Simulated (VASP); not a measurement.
# Gd (Im-3m) in VASP: further runs

Runs on Gd. Level: PBE. Tasks: single point.

Everything below comes from runs of VASP 6.6.1. Logs are shortened: lines on timing, memory, paths and dates and some standing lists are left out, and cuts for length are marked.

## (1) The structure

The structure is cubic, space group Im-3m (No. 229). The conventional cell has a = 4.050 Å, b = 4.050 Å, c = 4.050 Å, α = 90.00°, β = 90.00°, γ = 90.00°. Around Gd (site symmetry m-3m) lie 8 Gd at 3.51 Å.

This isn't the form of Gd at room conditions, which is hcp.

## (2) Single point, PBE, collinear spin, ferromagnetic start

INCAR

```
ADDGRID = False
ALGO = Normal
EDIFF = 1E-6
ENCUT = 550
GGA = PE
ISIF = 2
ISMEAR = 0
ISPIN = 2
LASPH = True
LCHARG = False
LMAXMIX = 6
LORBIT = 11
LREAL = False
LWAVE = False
MAGMOM = 7
NELM = 100
PREC = Normal
SIGMA = 0.2
```

KPOINTS

```
k-points
0
Gamma
  10 10 10
```

POSCAR

```
Gd
1.0
   -2.0250000000      2.0250000000      2.0250000000
    2.0250000000     -2.0250000000      2.0250000000
    2.0250000000      2.0250000000     -2.0250000000
Gd
1
Direct
    0.0000000000      0.0000000000      0.0000000000
```

Potentials or basis: VASP PAW PBE potentials, release 64 (Gd).

Command:

```
cat potpaw_PBE.64/Gd/POTCAR > POTCAR
mpirun -np 1 vasp_std > vasp.out
```

OUTCAR:

```text
EDIFF = 1E-6
   ENCUT = 550
   GGA = PE
   ISIF = 2
   ISMEAR = 0
   ISPIN = 2
   LASPH = True
   LORBIT = 11
   LREAL = False
   NELM = 100
   PREC = Normal

 Found     47 irreducible k-points:

 Following reciprocal coordinates:
            Coordinates               Weight
  0.000000  0.000000  0.000000      1.000000
  0.100000  0.000000  0.000000     12.000000
  0.200000  0.000000  0.000000     12.000000
  0.300000  0.000000  0.000000     12.000000
  0.400000  0.000000  0.000000     12.000000
  0.500000  0.000000  0.000000      6.000000
   k-points           NKPTS =     47   k-points in BZ     NKDIM =     47   number of bands    NBANDS=     17
   number of dos      NEDOS =    301   number of ions     NIONS =      1
   total plane-waves  NPLWV =   8000
   dimension x,y,z NGX =    20 NGY =   20 NGZ =   20
   dimension x,y,z NGXF=    40 NGYF=   40 NGZF=   40
   ions per type =               1
   NGX,Y,Z   is equivalent  to a cutoff of   9.48,  9.48,  9.48 a.u.
   NGXF,Y,Z  is equivalent  to a cutoff of  18.96, 18.96, 18.96 a.u.
 SYSTEM =  unknown system
   PREC   = normal    normal or accurate (medium, high low for compatibility)
   ISTART =      0    job   : 0-new  1-cont  2-samecut
   ICHARG =      2    charge: 1-file 2-atom 10-const
   ISPIN  =      2    spin polarized calculation?
   LNONCOLLINEAR =      F non collinear calculations
   LSORBIT =      F    spin-orbit coupling
   LASPH  =      T    aspherical Exc in radial PAW
   ENCUT  =  550.0 eV  40.42 Ry    6.36 a.u.   6.71  6.71  6.71*2*pi/ulx,y,z
   NELM   =    100;   NELMIN=  2; NELMDL= -5     # of ELM steps
   EDIFF  = 0.1E-05   stopping-criterion for ELM
   LREAL  =      F    real-space projection
   EDIFFG = 0.1E-04   stopping-criterion for IOM
   NSW    =      0    number of steps for IOM
   IBRION =     -1    ionic relax: 0-MD 1-quasi-New 2-CG
   NFREE  =      0    steps in history (QN), initial steepest desc. (CG)
   ISIF   =      2    stress and relaxation
   ISYM   =      2    0-nonsym 1-usesym 2-fastsym
   POTIM  = 0.5000    time-step for ionic-motion
   TEBEG  =    0.0;   TEEND  =   0.0 temperature during run
   PSTRESS=    0.0 pullay stress
   NELECT =      18.0000    total number of electrons
   NUPDOWN=      -1.0000    fix difference up-down
   EMIN   =  10.00;   EMAX   =-10.00  energy-range for DOS
   EFERMI =   0.00;   METHOD = LEGACY
   ISMEAR =     0;   SIGMA  =   0.20  broadening in eV -4-tet -1-fermi 0-gaus
   EFERMI_NEDOS =   21; number of points for ismear=-14 and -15
   IALGO  =     38    algorithm
   IMIX   =      4    mixing-type and parameters
     AMIX     =   0.40;   BMIX     =  1.00
     AMIX_MAG =   1.60;   BMIX_MAG =  1.00
  volume/ion in A,a.u.               =      33.22       224.15
  Fermi-wavevector in a.u.,A,eV,Ry     =   1.334711  2.522238 24.238153  1.781454
  Thomas-Fermi vector in A             =   2.463472
   LORBIT       =     11    0 simple, 1 ext, 2 COOP (PROOUT), +10 PAW based schemes
   GGA     = PE    functional components
   LHFCALC =     F    Hartree Fock is set to
   AEXX    =    0.0000 exact exchange contribution
   IVDW    =     0    specifies the selected vdW correction
   LEPSILON=     F    determine dielectric tensor
   LRPA    =     F    only Hartree local field effects (RPA)
 spin polarized calculation
 Gauss-broadening in eV      SIGMA  =   0.20
  energy-cutoff  :      550.00
  volume of cell :       33.22
 maximum number of plane-waves:       983
   NGX = 13   NGY = 13   NGZ = 13

 number of electron      17.9999953 magnetization       7.6276834

 Free energy of the ion-electron system (eV)
  ---------------------------------------------------
  ext. energy  EPLUGINS =         0.00000000
  ---------------------------------------------------
  free energy    TOTEN  =       -11.63369262 eV

  energy without entropy =      -11.59222091  energy(sigma->0) =      -11.61295676

 E-fermi :   2.9581     XC(G=0):  -9.9568

 val. band max:        2.9555645163   @ k =   0.2000   0.1000   0.1000
 cond. band min:       2.9599162326   @ k =   0.5000   0.5000   0.1000
 fundamental gap:      0.0043517163
 Fermi energy:         2.9581443317

 spin component 1

 k-point     1 :       0.0000    0.0000    0.0000
  band No.  band energies     occupation
      1     -42.3402      1.00000
      2     -19.3670      1.00000
      3     -19.3670      1.00000
      4     -19.3670      1.00000
      5      -2.1142      1.00000
      6      -1.9446      1.00000
[... 9 lines left out ...]
     16       6.4839      0.00000
     17       6.4839      0.00000

 k-point     2 :       0.1000    0.0000    0.0000
  band No.  band energies     occupation
      1     -42.3339      1.00000
      2     -19.4374      1.00000
      3     -19.3889      1.00000
      4     -19.3673      1.00000
      5      -1.9411      1.00000
      6      -1.9379      1.00000
[... 9 lines left out ...]
     16       6.2047      0.00000
     17       6.4883      0.00000

 k-point     3 :       0.2000    0.0000    0.0000
  band No.  band energies     occupation
      1     -42.3174      1.00000
      2     -19.6169      1.00000
      3     -19.4458      1.00000
      4     -19.3681      1.00000
      5      -1.9337      1.00000
      6      -1.9185      1.00000
[... 9 lines left out ...]
     16       6.0084      0.00000
     17       6.5466      0.00000

 k-point     4 :       0.3000    0.0000    0.0000
  band No.  band energies     occupation
      1     -42.2970      1.00000
      2     -19.8297      1.00000
      3     -19.5150      1.00000
      4     -19.3693      1.00000
      5      -1.9299      1.00000
      6      -1.8972      1.00000
[... 9 lines left out ...]
     16       6.7144      0.00000
     17       6.7259      0.00000

 k-point     5 :       0.4000    0.0000    0.0000
  band No.  band energies     occupation
      1     -42.2803      1.00000
      2     -19.9952      1.00000
      3     -19.5702      1.00000
      4     -19.3702      1.00000
      5      -1.9317      1.00000
      6      -1.9131      1.00000
[... 9 lines left out ...]
     16       6.9971      0.00000
     17       8.2228      0.00000

 k-point     6 :       0.5000    0.0000    0.0000
  band No.  band energies     occupation
      1     -42.2740      1.00000
      2     -20.0569      1.00000
      3     -19.5911      1.00000
      4     -19.3706      1.00000
      5      -1.9334      1.00000
      6      -1.9219      1.00000
[... 9 lines left out ...]
     16       7.1501      0.00000
     17       9.0901      0.00000

 [... further k-points ...]

 spin component 2

 k-point     1 :       0.0000    0.0000    0.0000
  band No.  band energies     occupation
      1     -39.0953      1.00000
      2     -16.9609      1.00000
      3     -16.9609      1.00000
      4     -16.9609      1.00000
      5      -1.2258      1.00000
      6       3.3423      0.00330
[... 9 lines left out ...]
     16       7.5559      0.00000
     17       7.5559      0.00000

 k-point     2 :       0.1000    0.0000    0.0000
  band No.  band energies     occupation
      1     -39.0875      1.00000
      2     -17.0472      1.00000
      3     -16.9868      1.00000
      4     -16.9616      1.00000
      5      -0.9300      1.00000
      6       3.3270      0.00455
[... 9 lines left out ...]
     16       7.2861      0.00000
     17       7.5785      0.00000

 k-point     3 :       0.2000    0.0000    0.0000
  band No.  band energies     occupation
      1     -39.0668      1.00000
      2     -17.2657      1.00000
      3     -17.0538      1.00000
      4     -16.9636      1.00000
      5      -0.1410      1.00000
      6       3.2858      0.01026
[... 9 lines left out ...]
     16       7.1530      0.00000
     17       7.6788      0.00000

 k-point     4 :       0.3000    0.0000    0.0000
  band No.  band energies     occupation
      1     -39.0412      1.00000
      2     -17.5219      1.00000
      3     -17.1350      1.00000
      4     -16.9661      1.00000
      5       0.8044      1.00000
      6       3.2787      0.01171
[... 9 lines left out ...]
     16       7.9041      0.00000
     17       8.1308      0.00000

 k-point     5 :       0.4000    0.0000    0.0000
  band No.  band energies     occupation
      1     -39.0203      1.00000
      2     -17.7195      1.00000
      3     -17.1996      1.00000
      4     -16.9682      1.00000
      5       1.3466      1.00000
      6       3.3537      0.00258
[... 9 lines left out ...]
     16       8.2192      0.00000
     17       9.7015      0.00000

 k-point     6 :       0.5000    0.0000    0.0000
  band No.  band energies     occupation
      1     -39.0123      1.00000
      2     -17.7930      1.00000
      3     -17.2239      1.00000
      4     -16.9690      1.00000
      5       1.4449      1.00000
      6       3.3510      0.00274
[... 9 lines left out ...]
     16       8.3974      0.00000
     17      10.6163      0.00000

 [... further k-points ...]

------------------------ aborting loop because EDIFF is reached ----------------------------------------

  FORCE on cell =-STRESS in cart. coord.  units (eV):
  Direction    XX          YY          ZZ          XY          YZ          ZX
  --------------------------------------------------------------------------------------
  -------------------------------------------------------------------------------------
  Total       -0.0037852     -0.0037852     -0.0037852     -0.0000000      0.0000000      0.0000000
  in kB       -0.1825832     -0.1825832     -0.1825832     -0.0000000      0.0000000      0.0000000
  external PRESSURE =      -0.1825832 kB  Pullay stress =       0.0000000 kB

 VOLUME and BASIS-vectors are now :
 -----------------------------------------------------------------------------
  energy-cutoff  :      550.00
  volume of cell :       33.22
      direct lattice vectors                 reciprocal lattice vectors
    -2.025000000  2.025000000  2.025000000     0.000000000  0.246913580  0.246913580
     2.025000000 -2.025000000  2.025000000     0.246913580  0.000000000  0.246913580
     2.025000000  2.025000000 -2.025000000     0.246913580  0.246913580  0.000000000

 POSITION                                       TOTAL-FORCE (eV/Angst)
 -----------------------------------------------------------------------------------
      0.00000      0.00000      0.00000         0.000000     -0.000000      0.000000
 -----------------------------------------------------------------------------------
    total drift:                                0.000000     -0.000000     -0.000000

  FREE ENERGIE OF THE ION-ELECTRON SYSTEM (eV)
  ---------------------------------------------------
  free  energy   TOTEN  =       -11.6336926155 eV

  energy  without entropy=      -11.5922209129  energy(sigma->0) =      -11.61295676

 total charge

# of ion       s       p       d       f       tot
--------------------------------------------------
    1        2.072   5.561   0.584   6.984  15.201

 magnetization (x)

# of ion       s       p       d       f       tot
--------------------------------------------------
    1        0.002  -0.057   0.239   6.816   7.000
```

Run time: 42 s. Hardware: 1 thread of Intel Xeon Platinum 8559C (Emerald Rapids), shared host; peak memory 0.17 GiB.

These settings aren't checked as converged: the numbers below hold their error.

What came out:

| Quantity | Value |
| --- | --- |
| Free energy | -11.6337 eV |
| Pressure | 0.0 GPa |
| Band gap on the k mesh | none (metal or under the smearing width) |
| Net moment | 7.63 μB per cell |
| Site moments | Gd +7.00 μB |
| Valence electrons inside the program's atomic spheres | Gd 15.20 |

Caveat: spin-orbit coupling is left out, which moves the levels of the heavy elements.

## (3) Single point, PBE, collinear spin, ferromagnetic start

INCAR: that of step 2 with these lines changed.

```diff
@@ -12,3 +12,3 @@
 LORBIT = 11
-LREAL = False
+LREAL = Auto
 LWAVE = False
@@ -16,3 +16,3 @@
 NELM = 100
-PREC = Normal
+PREC = Accurate
 SIGMA = 0.2
```

KPOINTS is that of step 2.

POSCAR is that of step 2.

Potentials or basis: VASP PAW PBE potentials, release 64 (Gd).

Command:

```
cat potpaw_PBE.64/Gd/POTCAR > POTCAR
mpirun -np 1 vasp_std > vasp.out
```

Run time: 3 min. Hardware: 1 thread of Intel Xeon Platinum 8559C (Emerald Rapids), shared host; peak memory 0.2 GiB.

The run converged, but some of its settings lie outside the range that counts as converged, so its numbers aren't taken as properties of the crystal.

Results:

* Free energy: -11.6338 eV
* Pressure: 0.1 GPa
* Band gap on the k mesh: none (metal or under the smearing width)
* Net moment: 7.63 μB per cell
* Site moments: Gd +7.00 μB
* Valence electrons inside the program's atomic spheres: Gd 15.20

Caveat: spin-orbit coupling is left out, which moves the levels of the heavy elements.

## (4) Single point, PBE, collinear spin, ferromagnetic start

INCAR: that of step 3 with these lines changed.

```diff
@@ -2,3 +2,3 @@
 ALGO = Normal
-EDIFF = 1E-6
+EDIFF = 1E-4
 ENCUT = 550
@@ -12,3 +12,3 @@
 LORBIT = 11
-LREAL = Auto
+LREAL = False
 LWAVE = False
```

KPOINTS is that of step 3.

POSCAR is that of step 3.

Command:

```
cat potpaw_PBE.64/Gd/POTCAR > POTCAR
mpirun -np 1 vasp_std > vasp.out
```

It took 37 s on 1 thread of Intel Xeon Platinum 8559C (Emerald Rapids), shared host; peak memory 0.21 GiB.

These settings aren't checked as converged: the numbers below hold their error.

What came out:

```yaml
Free_energy: -11.6387 eV
Pressure: -13.0 GPa
Band_gap_on_the_k_mesh: none (metal or under the smearing width)
Net_moment: 7.55 μB per cell
Site_moments: Gd +7.03 μB
Valence_electrons_inside_the_program's_atomic_spheres: Gd 15.18
```

Caveat: spin-orbit coupling is left out, which moves the levels of the heavy elements.

(Continued in part 2 of 2.)
